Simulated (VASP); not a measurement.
# Bi (Fm-3m) in VASP: notebook

The runs below take Bi through single point, with BLYP.

Program: VASP 6.6.1. These are calculated values, not measurements. Logs are shortened: lines on timing, memory, paths and dates and some standing lists are left out, and cuts for length are marked.

### 1 Starting point

It takes space group Fm-3m (No. 225, cubic). Conventional cell: a = 5.173 Å, b = 5.173 Å, c = 5.173 Å, α = 90.00°, β = 90.00°, γ = 90.00°. Bi (site symmetry m-3m) is surrounded by 12 Bi at 3.66 Å.

This isn't the form of Bi at room conditions, which is rhombohedral.

### 2 Single point, BLYP

File INCAR:

```
SYSTEM = Bi
AGGAC    = 1.0          
AGGAX    = 1.0          
ALDAC    = 0.0          
ALDAX    = 1.0          
ALGO     = Normal         ! electronic algorithm
EDIFF    = 1E-6           ! SCF threshold, eV
ENCUT    = 520            ! plane-wave cutoff, eV
GGA      = B5             ! functional
ISIF     = 2              ! what is computed and relaxed
ISMEAR   = -1             ! smearing method
LASPH    = .TRUE.         ! aspherical terms in the spheres
LCHARG   = .FALSE.        ! write CHGCAR
LREAL    = .FALSE.        ! projectors in reciprocal space
LWAVE    = .FALSE.        ! write WAVECAR
NBANDS   = 14             ! bands
NELM     = 80             ! most SCF steps
PREC     = Accurate       ! precision mode
SIGMA    = 0.1            ! smearing width, eV
```

File KPOINTS:

```
k-points
0
G
  17 17 17
  0 0 0
```

File POSCAR:

```
Bi
1.0
    0.0000000000      2.5864072131      2.5864072131
    2.5864072131      0.0000000000      2.5864072131
    2.5864072131      2.5864072131      0.0000000000
Bi
1
Direct
    0.0000000000      0.0000000000      0.0000000000
```

Potentials or basis: VASP PAW PBE potentials, release 64 (Bi_d).

On the command line:

```bash
> cat potpaw_PBE.64/Bi_d/POTCAR > POTCAR
> mpirun -np 1 vasp_std > vasp.out
```

OUTCAR:

```text
SYSTEM = Bi
   EDIFF = 1E-6
   ENCUT = 520
   GGA = B5
   ISIF = 2
   ISMEAR = -1
   LASPH = .TRUE.
   LREAL = .FALSE.
   NELM = 80
   PREC = Accurate

 ion  position               nearest neighbor table
   1  0.000  0.000  0.000-

  LATTYP: Found a face centered cubic cell.
 ALAT       =     5.1728144262

  Lattice vectors:

 A1 = (   0.0000000000,   2.5864072131,   2.5864072131)
 A2 = (   2.5864072131,   0.0000000000,   2.5864072131)
 A3 = (   2.5864072131,   2.5864072131,   0.0000000000)

Analysis of symmetry for initial positions (statically):
=====================================================================
 Subroutine PRICEL returns:
 Original cell was already a primitive cell.

 Routine SETGRP: Setting up the symmetry group for a
 face centered cubic supercell.

 Subroutine GETGRP returns: Found 48 space group operations
 (whereof 48 operations were pure point group operations)
 out of a pool of 48 trial point group operations.

The static configuration has the point symmetry O_h .

Analysis of symmetry for dynamics (positions and initial velocities):
=====================================================================
 Subroutine PRICEL returns:
 Original cell was already a primitive cell.

 Routine SETGRP: Setting up the symmetry group for a
 face centered cubic supercell.

 Subroutine GETGRP returns: Found 48 space group operations
 (whereof 48 operations were pure point group operations)
 out of a pool of 48 trial point group operations.

The dynamic configuration has the point symmetry O_h .

 Subroutine INISYM returns: Found 48 space group operations
 (whereof 48 operations are pure point group operations),
 and found     1 'primitive' translations

----------------------------------------------------------------------------------------

                                     Primitive cell

  volume of cell :      34.6036

  direct lattice vectors                    reciprocal lattice vectors
     0.000000000  2.586407213  2.586407213    -0.193318360  0.193318360  0.193318360
     2.586407213  0.000000000  2.586407213     0.193318360 -0.193318360  0.193318360
     2.586407213  2.586407213  0.000000000     0.193318360  0.193318360 -0.193318360

  length of vectors
     3.657732159  3.657732159  3.657732159     0.334837221  0.334837221  0.334837221

  position of ions in fractional coordinates (direct lattice)
     0.000000000  0.000000000  0.000000000

  ion indices of the primitive-cell ions
   primitive index   ion index
                 1           1

----------------------------------------------------------------------------------------

 KPOINTS: k-points

Automatic generation of k-mesh.
 Grid dimensions read from file:
 generate k-points for:   17   17   17

 Generating k-lattice:

  Cartesian coordinates                     Fractional coordinates (reciprocal lattice)
    -0.011371668  0.011371668  0.011371668     0.058823529  0.000000000  0.000000000
     0.011371668 -0.011371668  0.011371668     0.000000000  0.058823529  0.000000000
     0.011371668  0.011371668 -0.011371668     0.000000000  0.000000000  0.058823529

  Length of vectors
     0.019696307  0.019696307  0.019696307

  Shift w.r.t. Gamma in fractional coordinates (k-lattice)
     0.000000000  0.000000000  0.000000000

 Subroutine IBZKPT returns following result:
 ===========================================

 Found    165 irreducible k-points:

 Following reciprocal coordinates:
            Coordinates               Weight
  0.000000  0.000000  0.000000      1.000000
  0.058824  0.000000  0.000000      8.000000
  0.117647  0.000000  0.000000      8.000000
  0.176471  0.000000  0.000000      8.000000
  0.235294  0.000000  0.000000      8.000000
  0.294118  0.000000  0.000000      8.000000
[... 16 lines left out ...]
 -0.176471  0.058824  0.000000     24.000000
 -0.117647  0.058824  0.000000     24.000000
 [... further k-points ...]
   k-points           NKPTS =    165   k-points in BZ     NKDIM =    165   number of bands    NBANDS=     14
   number of dos      NEDOS =    301   number of ions     NIONS =      1
   total plane-waves  NPLWV =  21952
   dimension x,y,z NGX =    28 NGY =   28 NGZ =   28
   dimension x,y,z NGXF=    56 NGYF=   56 NGZF=   56
   ions per type =               1
   NGX,Y,Z   is equivalent  to a cutoff of  12.73, 12.73, 12.73 a.u.
   NGXF,Y,Z  is equivalent  to a cutoff of  25.45, 25.45, 25.45 a.u.
 SYSTEM =  Bi
   PREC   = accura    normal or accurate (medium, high low for compatibility)
   ISTART =      0    job   : 0-new  1-cont  2-samecut
   ICHARG =      2    charge: 1-file 2-atom 10-const
   ISPIN  =      1    spin polarized calculation?
   LNONCOLLINEAR =      F non collinear calculations
   LSORBIT =      F    spin-orbit coupling
   LASPH  =      T    aspherical Exc in radial PAW
   ENCUT  =  520.0 eV  38.22 Ry    6.18 a.u.   6.80  6.80  6.80*2*pi/ulx,y,z
   NELM   =     80;   NELMIN=  2; NELMDL= -5     # of ELM steps
   EDIFF  = 0.1E-05   stopping-criterion for ELM
   LREAL  =      F    real-space projection
   EDIFFG = 0.1E-04   stopping-criterion for IOM
   NSW    =      0    number of steps for IOM
   IBRION =     -1    ionic relax: 0-MD 1-quasi-New 2-CG
   NFREE  =      0    steps in history (QN), initial steepest desc. (CG)
   ISIF   =      2    stress and relaxation
   ISYM   =      2    0-nonsym 1-usesym 2-fastsym
   POTIM  = 0.5000    time-step for ionic-motion
   TEBEG  =    0.0;   TEEND  =   0.0 temperature during run
   PSTRESS=    0.0 pullay stress
   NELECT =      15.0000    total number of electrons
   NUPDOWN=      -1.0000    fix difference up-down
   EMIN   =  10.00;   EMAX   =-10.00  energy-range for DOS
   EFERMI =   0.00;   METHOD = LEGACY
   ISMEAR =    -1;   SIGMA  =   0.10  broadening in eV -4-tet -1-fermi 0-gaus
   EFERMI_NEDOS =   21; number of points for ismear=-14 and -15
   IALGO  =     38    algorithm
   IMIX   =      4    mixing-type and parameters
     AMIX     =   0.40;   BMIX     =  1.00
     AMIX_MAG =   1.60;   BMIX_MAG =  1.00
  volume/ion in A,a.u.               =      34.60       233.52
  Fermi-wavevector in a.u.,A,eV,Ry     =   1.238982  2.341337 20.885984  1.535077
  Thomas-Fermi vector in A             =   2.373485
   LORBIT       =      0    0 simple, 1 ext, 2 COOP (PROOUT), +10 PAW based schemes
   GGA     = B5    functional components
   LHFCALC =     F    Hartree Fock is set to
   AEXX    =    0.0000 exact exchange contribution
   IVDW    =     0    specifies the selected vdW correction
   LEPSILON=     F    determine dielectric tensor
   LRPA    =     F    only Hartree local field effects (RPA)
 non-spin polarized calculation
  energy-cutoff  :      520.00
  volume of cell :       34.60
 maximum number of plane-waves:       950
   NGX = 13   NGY = 13   NGZ = 13

 number of electron      15.0000005 magnetization

 Free energy of the ion-electron system (eV)
  ---------------------------------------------------
  ext. energy  EPLUGINS =         0.00000000
  ---------------------------------------------------
  free energy    TOTEN  =        -2.92638484 eV

  energy without entropy =       -2.89973600  energy(sigma->0) =       -2.91306042

 E-fermi :   7.2328     XC(G=0):  -9.1865

 val. band max:        7.2248529691   @ k =  -0.4706   0.4706   0.0588
 cond. band min:       7.2374885796   @ k =  -0.2353   0.4118   0.1765
 fundamental gap:      0.0126356104
 Fermi energy:         7.2328055815

 k-point     1 :       0.0000    0.0000    0.0000
  band No.  band energies     occupation
      1     -15.7487      2.00000
      2     -15.7487      2.00000
      3     -15.7487      2.00000
      4     -15.6998      2.00000
      5     -15.6998      2.00000
      6      -5.7458      2.00000
      7      11.3170      0.00000
      8      11.3170      0.00000
      9      11.3170      0.00000
     10      15.3367      0.00000
     11      16.6324      0.00000
     12      17.6238      0.00000
     13      17.6238      0.00000
     14      17.6238      0.00000

 k-point     2 :       0.0588    0.0000    0.0000
  band No.  band energies     occupation
      1     -15.7482      2.00000
      2     -15.7467      2.00000
      3     -15.7467      2.00000
      4     -15.6998      2.00000
      5     -15.6998      2.00000
      6      -5.6946      2.00000
      7      10.7006      0.00000
      8      11.2591      0.00000
      9      11.2591      0.00000
     10      15.6820      0.00000
     11      16.2806      0.00000
     12      17.7309      0.00000
     13      17.7309      0.00000
     14      18.4420      0.00000

 k-point     3 :       0.1176    0.0000    0.0000
  band No.  band energies     occupation
      1     -15.7471      2.00000
      2     -15.7418      2.00000
      3     -15.7418      2.00000
      4     -15.6990      2.00000
      5     -15.6990      2.00000
      6      -5.5422      2.00000
      7       9.3951      0.00000
      8      11.1012      0.00000
      9      11.1012      0.00000
     10      15.4162      0.00000
     11      16.9400      0.00000
     12      17.9958      0.00000
     13      17.9958      0.00000
     14      19.3024      0.00000
[... 324 lines left out ...]
 k-point    23 :      -0.1765    0.0588    0.0000
  band No.  band energies     occupation
      1     -15.7457      2.00000
      2     -15.7342      2.00000
      3     -15.7334      2.00000
      4     -15.6993      2.00000
      5     -15.6871      2.00000
      6      -5.1473      2.00000
      7       7.4231      0.25958
      8      10.1037      0.00000
      9      11.0662      0.00000
     10      15.2168      0.00000
     11      17.4494      0.00000
     12      17.8323      0.00000
     13      17.9929      0.00000
     14      18.8754      0.00000

 k-point    24 :      -0.1176    0.0588    0.0000
  band No.  band energies     occupation
      1     -15.7476      2.00000
      2     -15.7392      2.00000
      3     -15.7365      2.00000
      4     -15.7022      2.00000
      5     -15.6941      2.00000
      6      -5.4250      2.00000
      7       8.8287      0.00000
      8      10.4284      0.00000
      9      11.2483      0.00000
     10      15.5554      0.00000
     11      16.8628      0.00000
     12      17.8798      0.00000
     13      18.3218      0.00000
     14      18.9210      0.00000

 [... further k-points ...]

------------------------ aborting loop because EDIFF is reached ----------------------------------------

  FORCE on cell =-STRESS in cart. coord.  units (eV):
  Direction    XX          YY          ZZ          XY          YZ          ZX
  --------------------------------------------------------------------------------------
  -------------------------------------------------------------------------------------
  Total       -0.0039458     -0.0039458     -0.0039458      0.0000000      0.0000000     -0.0000000
  in kB       -0.1826956     -0.1826956     -0.1826956      0.0000000      0.0000000     -0.0000000
  external PRESSURE =      -0.1826956 kB  Pullay stress =       0.0000000 kB

 VOLUME and BASIS-vectors are now :
 -----------------------------------------------------------------------------
  energy-cutoff  :      520.00
  volume of cell :       34.60
      direct lattice vectors                 reciprocal lattice vectors
     0.000000000  2.586407213  2.586407213    -0.193318360  0.193318360  0.193318360
     2.586407213  0.000000000  2.586407213     0.193318360 -0.193318360  0.193318360
     2.586407213  2.586407213  0.000000000     0.193318360  0.193318360 -0.193318360

 POSITION                                       TOTAL-FORCE (eV/Angst)
 -----------------------------------------------------------------------------------
      0.00000      0.00000      0.00000        -0.000000      0.000000     -0.000000
 -----------------------------------------------------------------------------------
    total drift:                               -0.000000     -0.000000     -0.000000

  FREE ENERGIE OF THE ION-ELECTRON SYSTEM (eV)
  ---------------------------------------------------
  free  energy   TOTEN  =        -2.9263848437 eV

  energy  without entropy=       -2.8997359958  energy(sigma->0) =       -2.91306042
```

It took 77 s on 1 thread of Intel Xeon Platinum 8259CL at 2.50GHz (Skylake/Cascade Lake), shared host; peak memory 0.2 GiB.

What came out:

```
Free energy            : -2.9264 eV
Pressure               : 0.0 GPa
Band gap on the k mesh : none (metal or under the smearing width)
```

Levels at points of the mesh, in eV from the Fermi level:
```
           k point  band 5  band 6  band 7  band 8  band 9  band 10
(0.00, 0.00, 0.00)  -22.93  -12.98    4.08    4.08    4.08     8.10
```

Caveat: the PAW data sets were made with another functional, which shifts forces and pressure a little; spin-orbit coupling is left out, which moves the levels of the heavy elements.

### 3 Single point, BLYP

This run uses another cell than the first one, of 31.84 Å³/atom, 0.920 times its volume.

File INCAR:

```
SYSTEM = Bi
  PREC = Accurate
  ENCUT = 520
  EDIFF = 1E-6
  ISMEAR = -1
  SIGMA = 0.1
  LREAL = .False.
  LASPH = .True.
  NELM = 100
  ALGO = Normal
  ISIF = 2
  LWAVE = .False.
  LCHARG = .False.
  GGA = B5
  ALDAX = 1.0
  AGGAX = 1.0
  AGGAC = 1.0
  ALDAC = 0.0
  NBANDS = 14
```

File KPOINTS:

```
regular mesh
0
Gamma
  12 12 12
  0 0 0
```

File POSCAR:

```
Bi
1.0
    0.0000000000      2.5155107555      2.5155107555
    2.5155107555      0.0000000000      2.5155107555
    2.5155107555      2.5155107555      0.0000000000
Bi
1
Direct
    0.0000000000      0.0000000000      0.0000000000
```

Potentials or basis: VASP PAW PBE potentials, release 64 (Bi_d).

On the command line:

```bash
> cat potpaw_PBE.64/Bi_d/POTCAR > POTCAR
> mpirun -np 1 vasp_std > vasp.out
```

OUTCAR:

```text
SYSTEM = Bi
   PREC = Accurate
   ENCUT = 520
   EDIFF = 1E-6
   ISMEAR = -1
   LREAL = .False.
   LASPH = .True.
   NELM = 100
   ISIF = 2
   GGA = B5

 ion  position               nearest neighbor table
   1  0.000  0.000  0.000-

  LATTYP: Found a face centered cubic cell.
 ALAT       =     5.0310215110

  Lattice vectors:

 A1 = (   0.0000000000,   2.5155107555,   2.5155107555)
 A2 = (   2.5155107555,   0.0000000000,   2.5155107555)
[... 587 lines left out ...]
     14      22.9270      0.00000

 [... further k-points ...]

------------------------ aborting loop because EDIFF is reached ----------------------------------------

  FORCE on cell =-STRESS in cart. coord.  units (eV):
  Direction    XX          YY          ZZ          XY          YZ          ZX
  --------------------------------------------------------------------------------------
  -------------------------------------------------------------------------------------
  Total        0.7872424      0.7872424      0.7872424     -0.0000000      0.0000000     -0.0000000
  in kB       39.6196379     39.6196379     39.6196379     -0.0000000      0.0000000     -0.0000000
  external PRESSURE =      39.6196379 kB  Pullay stress =       0.0000000 kB

 VOLUME and BASIS-vectors are now :
 -----------------------------------------------------------------------------
  energy-cutoff  :      520.00
  volume of cell :       31.84
      direct lattice vectors                 reciprocal lattice vectors
     0.000000000  2.515510755  2.515510755    -0.198766791  0.198766791  0.198766791
     2.515510755  0.000000000  2.515510755     0.198766791 -0.198766791  0.198766791
     2.515510755  2.515510755  0.000000000     0.198766791  0.198766791 -0.198766791

 POSITION                                       TOTAL-FORCE (eV/Angst)
 -----------------------------------------------------------------------------------
      0.00000      0.00000      0.00000        -0.000000      0.000000      0.000000
 -----------------------------------------------------------------------------------
    total drift:                               -0.000000     -0.000000     -0.000000

  FREE ENERGIE OF THE ION-ELECTRON SYSTEM (eV)
  ---------------------------------------------------
  free  energy   TOTEN  =        -2.8941149007 eV

  energy  without entropy=       -2.8702287000  energy(sigma->0) =       -2.88217180
```

OSZICAR:

```text
N       E                     dE             d eps       ncg     rms          rms(c)
DAV:   1     0.117037982159E+03    0.11704E+03   -0.75282E+03  2034   0.122E+03
DAV:   2     0.385486791696E+01   -0.11318E+03   -0.10957E+03  2184   0.343E+02
DAV:   3    -0.274383588956E+01   -0.65987E+01   -0.65760E+01  2592   0.794E+01
DAV:   4    -0.290322650292E+01   -0.15939E+00   -0.15935E+00  2558   0.134E+01
DAV:   5    -0.291035640746E+01   -0.71299E-02   -0.71295E-02  2958   0.252E+00    0.608E-01
DAV:   6    -0.289640530683E+01    0.13951E-01   -0.20793E-02  2654   0.224E+00    0.254E-01
DAV:   7    -0.289406936536E+01    0.23359E-02   -0.90108E-03  3084   0.139E+00    0.669E-02
DAV:   8    -0.289412755776E+01   -0.58192E-04   -0.56840E-04  2598   0.322E-01    0.150E-02
DAV:   9    -0.289411691235E+01    0.10645E-04   -0.20067E-05  2664   0.664E-02    0.590E-03
DAV:  10    -0.289411486186E+01    0.20505E-05   -0.35820E-06  2620   0.250E-02    0.966E-04
DAV:  11    -0.289411490075E+01   -0.38885E-07   -0.14461E-07  1674   0.587E-03
   1 F= -.28941149E+01 E0= -.28821718E+01  d E =-.238862E-01
```

stdout:

```text
POSCAR found type information on POSCAR Bi
 POSCAR found :  1 types and       1 ions
 scaLAPACK will be used
 -----------------------------------------------------------------------------
|                                                                             |
|                                                                             |
|     You enforced a specific xc type in the INCAR file but a different       |
|     I HOPE YOU KNOW WHAT YOU ARE DOING!                                     |
|                                                                             |
 -----------------------------------------------------------------------------

 LDA part: xc-table for (Slater(with rela. corr.)+VWN5), standard interpolation
 POSCAR, INCAR and KPOINTS ok, starting setup
 FFT: planning ... GRIDC
 FFT: planning ... GRID_SOFT
 FFT: planning ... GRID
 WAVECAR not read
 entering main loop
```

It took 44 s on 1 thread of Intel Xeon Platinum 8259CL at 2.50GHz (Skylake/Cascade Lake), shared host; peak memory 0.17 GiB.

Results:

| Item | Value |
| --- | --- |
| Free energy | -2.8941 eV |
| Pressure | 4.0 GPa |
| Band gap on the k mesh | none (metal or under the smearing width) |

Levels at points of the mesh, in eV from the Fermi level:
```tsv
k point	band 3	band 4	band 5	band 6	band 7	band 8	band 9	band 10	band 11	band 12
(0.00, 0.00, 0.00)	-23.06	-23.00	-23.00	-13.53	4.59	4.59	4.59	8.99	9.34	10.78
(0.50, 0.00, 0.00)	-23.06	-22.93	-22.93	-10.85	-5.11	3.08	3.08	7.46	8.93	9.77
(0.50, 0.50, 0.00)	-22.93	-22.91	-22.91	-9.82	-4.36	0.26	0.26	4.37	5.45	16.83
```

Caveat: the PAW data sets were made with another functional, which shifts forces and pressure a little; spin-orbit coupling is left out, which moves the levels of the heavy elements.
